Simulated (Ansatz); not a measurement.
# Cohesive energies along group 11 and 12

Method: Ansatz 0.2.0, DFT, PBE, plane waves (420 eV) with PAW, scalar-relativistic.

The free atom is spin-polarised, without symmetry, in a box of 14 × 14.4 × 14.8 Å, in the lowest state that the tried spin starts reached (hybrids start from one state alone); no zero-point energy, no spin-orbit coupling, no dispersion.

Q: Rank by cohesive energy per atom, weakest first.
A. copper (fcc)
B. gold (fcc)
C. cadmium (hcp)
D. zinc (hcp)
E. silver (fcc)
F. mercury (alpha-Hg (rhombohedral))

A: F (0.17 eV), C (0.74 eV), D (1.11 eV), E (2.53 eV), B (3.04 eV), A (3.53 eV).
